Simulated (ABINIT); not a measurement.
# Au (Fm-3m) in ABINIT: settings compared

One crystal, Au, is run at these levels: LDA, SOGGA, AM05; tasks: band structure.

All numbers are computed with ABINIT 10.8.3 (patched build); they aren't measurements. Logs are shortened: lines on timing, memory, paths and dates and some standing lists are left out, and cuts for length are marked. The log counts tension as positive stress, the text compression.

## (1) The structure

It takes space group Fm-3m (No. 225, cubic). Conventional cell: a = 4.070 Å, b = 4.070 Å, c = 4.070 Å, α = 90.00°, β = 90.00°, γ = 90.00°. Au (site symmetry m-3m) is surrounded by 12 Au at 2.88 Å.

## (2) Band structure, LDA

run.abi

```
# Datasets: ground state, then fixed potential
ndtset 2

# Pseudopotentials
pp_dirpath "./"
pseudos "Au.LDA_PW-JTH.xml"

# Structure
acell 2.8779245994 2.8779245994 2.8779245994 Angstrom
rprim
     0.0000000000     0.7071067812     0.7071067812
     0.7071067812     0.0000000000     0.7071067812
     0.7071067812     0.7071067812     0.0000000000
ntypat 1
znucl 79
natom 1
typat 1
xred
     0.0000000000     0.0000000000     0.0000000000

# Plane-wave basis
ecut 25.0
pawecutdg 47.0

# Exchange and correlation
ixc 7

# Bands and occupations
occopt 3
tsmear 0.00183747

# SCF cycle
nstep 100

# Output
iomode 3
prtwf 0
prteig 0
prtebands 0
enunit 1
prtden1 1

# Dataset 1
kptopt1 1
ngkpt1 11 11 11
nshiftk1 1
shiftk1 0.0 0.0 0.0
nband1 10
tolvrs1 1.0e-9

# Dataset 2: bands along G-X-W-K-G-L-U-W-L-K
iscf2 -2
getden2 1
nband2 14
nbdbuf2 2
tolwfr2 1.0e-12
kptopt2 -9
ndivsm2 5
prteig2 1
kptbounds2
     0.0000000000     0.0000000000     0.0000000000
     0.5000000000     0.0000000000     0.5000000000
     0.5000000000     0.2500000000     0.7500000000
     0.3750000000     0.3750000000     0.7500000000
     0.0000000000     0.0000000000     0.0000000000
     0.5000000000     0.5000000000     0.5000000000
     0.6250000000     0.2500000000     0.6250000000
     0.5000000000     0.2500000000     0.7500000000
     0.5000000000     0.5000000000     0.5000000000
     0.3750000000     0.3750000000     0.7500000000
```

Potentials or basis: JTH PAW LDA v2.0.

Run with:

```
> abinit run.abi > log 2>&1
```

run.abo:

```text
.Version 10.8.3 of ABINIT
 DATASET    1 : space group Fm -3 m (#225); Bravais cF (face-center cubic)
================================================================================
 Values of the parameters that define the memory need for DATASET  1.
     intxc =       0    ionmov =       0      iscf =      17    lmnmax =      18
     lnmax =       6     mgfft =      27  mpssoang =       3    mqgrid =    3001
     natom =       1  nloc_mem =       2    nspden =       1   nspinor =       1
    nsppol =       1      nsym =      48    n1xccc =       1    ntypat =       1
    occopt =       3   xclevel =       1
       mpw =         690          nfft =       19683          nkpt =          56
 PAW method is used; the additional fine FFT grid is defined by:
   mgfftf=        36    nfftf =     46656
================================================================================
================================================================================

 DATASET    2 : space group Fm -3 m (#225); Bravais cF (face-center cubic)
================================================================================
 Values of the parameters that define the memory need for DATASET  2.
     intxc =       0    ionmov =       0      iscf =      -2    lmnmax =      18
     lnmax =       6     mgfft =      27  mpssoang =       3    mqgrid =    3001
     natom =       1  nloc_mem =       2    nspden =       1   nspinor =       1
    nsppol =       1      nsym =      48    n1xccc =       1    ntypat =       1
    occopt =       3   xclevel =       1
       mpw =         690          nfft =       19683          nkpt =          87
 PAW method is used; the additional fine FFT grid is defined by:
   mgfftf=        36    nfftf =     46656
================================================================================
================================================================================

--------------------------------------------------------------------------------
------------- Echo of variables that govern the present computation ------------
--------------------------------------------------------------------------------
 -outvars: echo values of preprocessed input variables --------
            acell      5.4384893039E+00  5.4384893039E+00  5.4384893039E+00 Bohr
              amu      1.96966540E+02
             ecut      2.50000000E+01 Hartree
           enunit           1
           getden1          0
           getden2          1
             iscf1         17
             iscf2         -2
                       outvar_i_n : Printing only first  50 k-points.
              ixc           7
           jdtset        1    2
                       outvar_i_n : Printing only first  50 k-points.
           kptopt1          1
           kptopt2         -9
         kptrlatt       11    0    0      0   11    0      0    0   11
          kptrlen1     5.98233823E+01
          kptrlen2     3.00000000E+01
            natom           1
            nband1         10
            nband2         14
           nbdbuf1          0
           nbdbuf2          2
           ndtset           2
           ndivsm1          0
           ndivsm2          5
            ngfft          27      27      27
          ngfftdg          36      36      36
             nkpt1         56
             nkpt2         87
            nstep         100
             nsym          48
           ntypat           1
                       prtocc : prtvol=0, do not print more k-points.
           occopt           3
        pawecutdg      4.70000000E+01 Hartree
        prtebands           0
           prteig1          0
           prteig2          1
            prtwf           0
            rprim      0.0000000000E+00  7.0710678120E-01  7.0710678120E-01
                       7.0710678120E-01  0.0000000000E+00  7.0710678120E-01
                       7.0710678120E-01  7.0710678120E-01  0.0000000000E+00
           shiftk1     0.00000000E+00  0.00000000E+00  0.00000000E+00
           shiftk2     5.00000000E-01  5.00000000E-01  5.00000000E-01
          spgroup         225
           tolvrs1     1.00000000E-09
           tolvrs2     0.00000000E+00
           tolwfr1     0.00000000E+00
[... 226 lines left out ...]
 R(3)=  3.8455927  3.8455927  0.0000000  G(3)=  0.1300190  0.1300190 -0.1300190
 Unit cell volume ucvol=  1.1374173E+02 bohr^3
 Angles (23,13,12)=  6.00000000E+01  6.00000000E+01  6.00000000E+01 degrees

 Coarse grid specifications (used for wave-functions):

 getcut: wavevector=  0.0000  0.0000  0.0000  ngfft=  27  27  27
         ecut(hartree)=     25.000   => boxcut(ratio)=   2.12717

 Fine grid specifications (used for densities):

 getcut: wavevector=  0.0000  0.0000  0.0000  ngfft=  36  36  36
         ecut(hartree)=     47.000   => boxcut(ratio)=   2.14492
--------------------------------------------------------------------------------

================================================================================
 Non-SCF case, kpt    1 (  0.00000  0.00000  0.00000), residuals and eigenvalues=
  3.33E-13  3.92E-13  5.74E-13  7.42E-13  9.01E-13  3.02E-13  3.42E-13  5.27E-13
  5.91E-13  3.70E-13  6.66E-13  9.09E-13  8.37E-13  3.67E-11
 -8.2604E-02  1.1307E-01  1.1307E-01  1.1307E-01  1.7061E-01  1.7061E-01
  8.4519E-01  9.8812E-01  9.8812E-01  9.8812E-01  1.1560E+00  1.3160E+00
  1.3160E+00  1.3160E+00
 Non-SCF case, kpt    2 (  0.03571  0.00000  0.03571), residuals and eigenvalues=
  8.49E-13  6.74E-13  7.67E-13  5.81E-13  7.16E-13  5.78E-13  6.94E-13  4.59E-13
  9.96E-13  8.82E-13  8.37E-13  9.23E-13  1.69E-08  1.01E-05
 -8.0389E-02  1.1190E-01  1.1408E-01  1.1408E-01  1.6935E-01  1.7112E-01
  8.4779E-01  9.7871E-01  9.8618E-01  9.8618E-01  1.1718E+00  1.2940E+00
[... 497 lines left out ...]
  4.4271E-01  6.1774E-01  8.0001E-01  9.2313E-01  1.2482E+00  1.2733E+00
  1.2758E+00  1.5197E+00
 Non-SCF case, kpt   86 (  0.38889  0.38889  0.72222), residuals and eigenvalues=
  3.55E-13  6.29E-13  3.28E-13  9.36E-13  8.12E-13  4.77E-13  4.40E-13  7.10E-13
  8.09E-13  6.40E-13  8.36E-13  9.57E-13  9.42E-13  7.68E-04
  5.0304E-02  7.6857E-02  1.3495E-01  1.7415E-01  2.0852E-01  4.1200E-01
  4.6373E-01  5.7519E-01  7.7575E-01  9.3461E-01  1.2159E+00  1.2835E+00
  1.2955E+00  1.5274E+00
 Non-SCF case, kpt   87 (  0.37500  0.37500  0.75000), residuals and eigenvalues=
  7.83E-13  8.83E-13  5.51E-13  7.49E-13  6.58E-13  7.00E-13  6.91E-13  8.56E-13
  3.19E-13  9.57E-13  7.10E-13  8.95E-13  6.13E-13  2.79E-05
  4.6602E-02  6.9921E-02  1.4471E-01  1.8138E-01  2.1092E-01  4.2751E-01
  4.5891E-01  5.6193E-01  7.5458E-01  9.4244E-01  1.1809E+00  1.2923E+00
  1.3222E+00  1.5311E+00

--- !ResultsGS
iteration_state: {dtset: 2, }
comment   : Summary of ground state results
lattice_vectors:
- [  0.0000000,   3.8455927,   3.8455927, ]
- [  3.8455927,   0.0000000,   3.8455927, ]
- [  3.8455927,   3.8455927,   0.0000000, ]
lattice_lengths: [   5.43849,    5.43849,    5.43849, ]
lattice_angles: [ 60.000,  60.000,  60.000, ] # degrees, (23, 13, 12)
lattice_volume:   1.1374173E+02
convergence: {deltae:  0.000E+00, res2:  0.000E+00, residm:  9.985E-13, diffor:  0.000E+00, }
etotal    :  -3.43262985E+01
entropy   :   0.00000000E+00
fermie    :   2.87391898E-01
cartesian_stress_tensor: null
pressure_GPa: null
xred      :
- [  0.0000E+00,   0.0000E+00,   0.0000E+00, Au]
cartesian_forces: null
force_length_stats: {min: null, max: null, mean: null, }
...

 Integrated electronic density in atomic spheres:
 ------------------------------------------------
 Atom  Sphere_radius  Integrated_density
    1        2.50870          9.50577522

================================================================================

 ----iterations are completed or convergence reached----

 Mean square residual over all n,k,spin=   65.670E-14; max=  99.852E-14
 reduced coordinates (array xred) for    1 atoms
       0.000000000000      0.000000000000      0.000000000000

 cartesian coordinates (angstrom) at end:
    1      0.00000000000000     0.00000000000000     0.00000000000000
 length scales=  5.438489303879  5.438489303879  5.438489303879 bohr
              =  2.877924599400  2.877924599400  2.877924599400 angstroms
 Eigenvalues (   eV  ) for nkpt=  87  k points:
 kpt#   1, nband= 14, wtk=  1.00000, kpt=  0.0000  0.0000  0.0000 (reduced coord)
  -2.24777    3.07684    3.07684    3.07684    4.64259    4.64259   22.99866   26.88812
  26.88812   26.88812   31.45701   35.80896   35.80896   35.80896
 kpt#   2, nband= 14, wtk=  1.00000, kpt=  0.0357  0.0000  0.0357 (reduced coord)
  -2.18750    3.04496    3.10433    3.10433    4.60825    4.65629   23.06954   26.63204
  26.83542   26.83542   31.88641   35.21241   35.21241   35.85945
 kpt#   3, nband= 14, wtk=  1.00000, kpt=  0.0714  0.0000  0.0714 (reduced coord)
  -2.00819    2.95202    3.18645    3.18645    4.50856    4.69687   23.27714   26.07295
  26.65168   26.65168   32.91083   34.31704   34.31770   35.57351
 kpt#   4, nband= 14, wtk=  1.00000, kpt=  0.1071  0.0000  0.1071 (reduced coord)
  -1.71486    2.80560    3.32210    3.32210    4.35387    4.76273   23.60686   25.48222
  26.27454   26.27454   33.08852   33.64627   33.64628   34.90788
 kpt#   5, nband= 14, wtk=  1.00000, kpt=  0.1429  0.0000  0.1429 (reduced coord)
  -1.31756    2.61686    3.50922    3.50922    4.16284    4.85124   24.03599   24.98272
  25.65409   25.65409   31.17385   33.34516   33.34516   36.42652
 kpt#   6, nband= 14, wtk=  1.00000, kpt=  0.1786  0.0000  0.1786 (reduced coord)
  -0.83501    2.39897    3.74462    3.74462    3.96536    4.95873   24.53568   24.61389
[... 230 lines left out ...]
   1.27202    2.51494    3.62763    3.85151    5.73026   10.19328   10.90846   19.65688
  23.17437   24.28429   33.56373   33.98142   36.30784   39.33832
 kpt#  84, nband= 14, wtk=  1.00000, kpt=  0.4167  0.4167  0.6667 (reduced coord)
   1.42958    2.40506    3.42038    4.15465    5.69080   10.68532   11.32516   18.21183
  22.47134   24.72329   33.90378   34.33077   35.30202   40.59781
 kpt#  85, nband= 14, wtk=  1.00000, kpt=  0.4028  0.4028  0.6944 (reduced coord)
   1.44480    2.27297    3.45252    4.46287    5.66580   10.91620   12.04681   16.80957
  21.76927   25.11965   33.96632   34.64950   34.71747   41.35244
 kpt#  86, nband= 14, wtk=  1.00000, kpt=  0.3889  0.3889  0.7222 (reduced coord)
   1.36884    2.09140    3.67219    4.73891    5.67402   11.21102   12.61867   15.65182
  21.10923   25.43204   33.08584   34.92688   35.25267   41.56337
 kpt#  87, nband= 14, wtk=  1.00000, kpt=  0.3750  0.3750  0.7500 (reduced coord)
   1.26811    1.90264    3.93789    4.93561    5.73933   11.63318   12.48746   15.29095
  20.53309   25.64519   32.13418   35.16619   35.97978   41.66428

== END DATASET(S) ==============================================================
================================================================================

 -outvars: echo values of variables after computation  --------
            acell      5.4384893039E+00  5.4384893039E+00  5.4384893039E+00 Bohr
           etotal1    -3.4326298489E+01
            fcart1    -0.0000000000E+00 -0.0000000000E+00 -0.0000000000E+00
            rprim      0.0000000000E+00  7.0710678120E-01  7.0710678120E-01
                       7.0710678120E-01  0.0000000000E+00  7.0710678120E-01
                       7.0710678120E-01  7.0710678120E-01  0.0000000000E+00
           strten1     9.8722770512E-05  9.8722770512E-05  9.8722770512E-05
                       0.0000000000E+00  0.0000000000E+00  0.0000000000E+00
 Calculation completed.
```

Run time: 53 s. Hardware: 1 thread of Arm Neoverse V1, shared host; peak memory 0.1 GiB.

What came out:

| Quantity | Value |
| --- | --- |
| Free energy | -934.0662 eV |
| Pressure | -2.9 GPa |
| Band gap on the k mesh | none (metal or under the smearing width) |
| Valence electrons inside the program's atomic spheres | Au 9.51 (radii [1.3275] Å) |

Levels at the corners of the path, in eV from the Fermi level:
```
point  band 2  band 3  band 4  band 5  band 6  band 7  band 8  band 9
    Γ   -4.74   -4.74   -4.74   -3.18   -3.18   15.18   19.07   19.07
    X   -6.85   -1.99   -1.62   -1.62    0.94    5.75   10.10   10.10
    W   -5.23   -5.23   -3.34   -1.62    4.69    6.31    6.31    9.51
    K   -5.92   -3.88   -2.88   -2.08    3.81    4.67    7.47   12.71
    Γ   -4.74   -4.74   -4.74   -3.18   -3.18   15.18   19.07   19.07
    L   -4.78   -4.78   -1.95   -1.95   -1.06    3.06   14.51   17.46
    U   -5.92   -3.88   -2.88   -2.08    3.81    4.67    7.47   12.71
    W   -5.23   -5.23   -3.34   -1.62    4.69    6.31    6.31    9.51
    L   -4.78   -4.78   -1.95   -1.95   -1.06    3.06   14.51   17.46
    K   -5.92   -3.88   -2.88   -2.08    3.81    4.67    7.47   12.71
```

Caveat: spin-orbit coupling is left out, which moves the levels of the heavy elements.

## (3) Band structure, SOGGA

run.abi: that of step 2 with these lines changed.

```diff
@@ -5,10 +5,10 @@
 pp_dirpath "./"
-pseudos "Au.LDA_PW-JTH.xml"
+pseudos "Au.upf"
 
 # Structure
-acell 2.8779245994 2.8779245994 2.8779245994 Angstrom
+acell 3*1.0
 rprim
-     0.0000000000     0.7071067812     0.7071067812
-     0.7071067812     0.0000000000     0.7071067812
-     0.7071067812     0.7071067812     0.0000000000
+     0.0000000000     3.8455926636     3.8455926636
+     3.8455926636     0.0000000000     3.8455926636
+     3.8455926636     3.8455926636     0.0000000000
 ntypat 1
@@ -21,7 +21,6 @@
 # Plane-wave basis
-ecut 25.0
-pawecutdg 47.0
+ecut 38.0
 
 # Exchange and correlation
-ixc 7
+ixc -150130
 
@@ -29,3 +28,3 @@
 occopt 3
-tsmear 0.00183747
+tsmear 0.05 eV
 
@@ -39,3 +38,3 @@
 prtebands 0
-enunit 1
+enunit 2
 prtden1 1
@@ -47,4 +46,4 @@
 shiftk1 0.0 0.0 0.0
-nband1 10
-tolvrs1 1.0e-9
+nband1 14
+tolvrs1 1.0e-10
 
@@ -53,3 +52,3 @@
 getden2 1
-nband2 14
+nband2 18
 nbdbuf2 2
@@ -59,2 +58,3 @@
 prteig2 1
+prtvol2 -3
 kptbounds2
```

Potentials or basis: PseudoDojo NC SR PBEsol v0.4.1 standard.

Run with:

```
> abinit run.abi > log 2>&1
```

It took 55 s on 1 thread of Arm Neoverse V1, shared host; peak memory 0.1 GiB.

The run converged. Its results:

* Free energy: -4008.4137 eV
* Pressure: -1.5 GPa
* Band gap on the k mesh: none (metal or under the smearing width)
* Valence electrons inside the program's atomic spheres: Au 15.57 (radii [1.0584] Å)

Levels at the corners of the path, in eV from the Fermi level:
| point | band 6 | band 7 | band 8 | band 9 | band 10 | band 11 | band 12 | band 13 |
| --- | --- | --- | --- | --- | --- | --- | --- | --- |
| Γ | -4.69 | -4.69 | -4.69 | -3.12 | -3.12 | 14.35 | 18.45 | 18.45 |
| X | -6.82 | -1.93 | -1.56 | -1.56 | 0.88 | 5.89 | 9.98 | 9.98 |
| W | -5.20 | -5.20 | -3.29 | -1.56 | 4.80 | 6.29 | 6.29 | 9.42 |
| K | -5.90 | -3.85 | -2.84 | -2.02 | 3.88 | 4.65 | 7.46 | 12.62 |
| Γ | -4.69 | -4.69 | -4.69 | -3.12 | -3.12 | 14.35 | 18.45 | 18.45 |
| L | -4.73 | -4.73 | -1.89 | -1.89 | -1.14 | 3.17 | 13.79 | 17.17 |
| U | -5.90 | -3.85 | -2.84 | -2.02 | 3.88 | 4.65 | 7.46 | 12.62 |
| W | -5.20 | -5.20 | -3.29 | -1.56 | 4.80 | 6.29 | 6.29 | 9.42 |
| L | -4.73 | -4.73 | -1.89 | -1.89 | -1.14 | 3.17 | 13.79 | 17.17 |
| K | -5.90 | -3.85 | -2.84 | -2.02 | 3.88 | 4.65 | 7.46 | 12.62 |

Caveat: the potentials were made for another functional, which shifts forces and pressure; spin-orbit coupling is left out, which moves the levels of the heavy elements.

## (4) Band structure, AM05

run.abi

```
ndtset 2

pp_dirpath "./"
pseudos "Au.GGA_PBE-JTH.xml"

acell 2.8779245994 2.8779245994 2.8779245994 Angstrom
rprim
     0.0000000000     0.7071067812     0.7071067812
     0.7071067812     0.0000000000     0.7071067812
     0.7071067812     0.7071067812     0.0000000000
ntypat 1
znucl 79
natom 1
typat 1
xred
     0.0000000000     0.0000000000     0.0000000000

ecut 25.0
pawecutdg 47.0

ixc -120135

occopt 3
tsmear 0.00183747

nstep 100

iomode 3
prtwf 0
prteig 0
prtebands 0
prtden1 1

kptopt1 1
ngkpt1 11 11 11
nshiftk1 1
shiftk1 0.0 0.0 0.0
nband1 10
tolvrs1 1.0e-9

iscf2 -2
getden2 1
nband2 14
nbdbuf2 2
tolwfr2 1.0e-12
kptopt2 -9
ndivsm2 5
prteig2 1
kptbounds2
     0.0000000000     0.0000000000     0.0000000000
     0.5000000000     0.0000000000     0.5000000000
     0.5000000000     0.2500000000     0.7500000000
     0.3750000000     0.3750000000     0.7500000000
     0.0000000000     0.0000000000     0.0000000000
     0.5000000000     0.5000000000     0.5000000000
     0.6250000000     0.2500000000     0.6250000000
     0.5000000000     0.2500000000     0.7500000000
     0.5000000000     0.5000000000     0.5000000000
     0.3750000000     0.3750000000     0.7500000000
```

Potentials or basis: JTH PAW PBE v2.0.

Run with:

```
> abinit run.abi > log 2>&1
```

Run time: 70 s. Hardware: 1 thread of Arm Neoverse V1, shared host; peak memory 0.11 GiB.

It converged, with:

```yaml
Free_energy: -930.6080 eV
Pressure: 1.4 GPa
Band_gap_on_the_k_mesh: none (metal or under the smearing width)
Valence_electrons_inside_the_program's_atomic_spheres: Au 9.50 (radii [1.3275] Å)
```

Levels at the corners of the path, in eV from the Fermi level:
| point | band 3 | band 4 | band 5 | band 6 | band 7 | band 8 |
| --- | --- | --- | --- | --- | --- | --- |
| Γ | -4.73 | -4.73 | -3.18 | -3.18 | 15.16 | 19.15 |
| X | -2.00 | -1.63 | -1.63 | 0.95 | 5.84 | 10.18 |
| W | -5.23 | -3.34 | -1.63 | 4.81 | 6.33 | 6.33 |
| K | -3.88 | -2.89 | -2.08 | 3.91 | 4.67 | 7.46 |
| Γ | -4.73 | -4.73 | -3.18 | -3.18 | 15.16 | 19.15 |
| L | -4.77 | -1.96 | -1.96 | -1.08 | 3.11 | 14.47 |
| U | -3.88 | -2.89 | -2.08 | 3.91 | 4.67 | 7.46 |
| W | -5.23 | -3.34 | -1.63 | 4.81 | 6.33 | 6.33 |
| L | -4.77 | -1.96 | -1.96 | -1.08 | 3.11 | 14.47 |
| K | -3.88 | -2.89 | -2.08 | 3.91 | 4.67 | 7.46 |

Caveat: the PAW data sets were made with another functional, which shifts forces and pressure a little; spin-orbit coupling is left out, which moves the levels of the heavy elements.

## (5) Overview

```tsv
level	potentials or basis	cutoff (eV)	fine-grid cutoff	gap on the mesh (eV)	pressure (GPa)
LDA	JTH PAW LDA v2.0	680	1278.94 eV	none	-2.9
SOGGA	PseudoDojo NC SR PBEsol v0.4.1 standard	1034	-	none	-1.5
AM05	JTH PAW PBE v2.0	680	1278.94 eV	none	1.4
```

Alike in all rows: task band structure; no spin polarisation; cell as given; k mesh 11 × 11 × 11; smearing fermi-dirac 0.05 eV.

Caveats: spin-orbit coupling is left out, which moves the levels of the heavy elements; the potentials were made for another functional, which shifts forces and pressure (some runs); the PAW data sets were made with another functional, which shifts forces and pressure a little (some runs).

Total energies depend on the potentials used, so only differences within one code and one set of settings carry meaning.
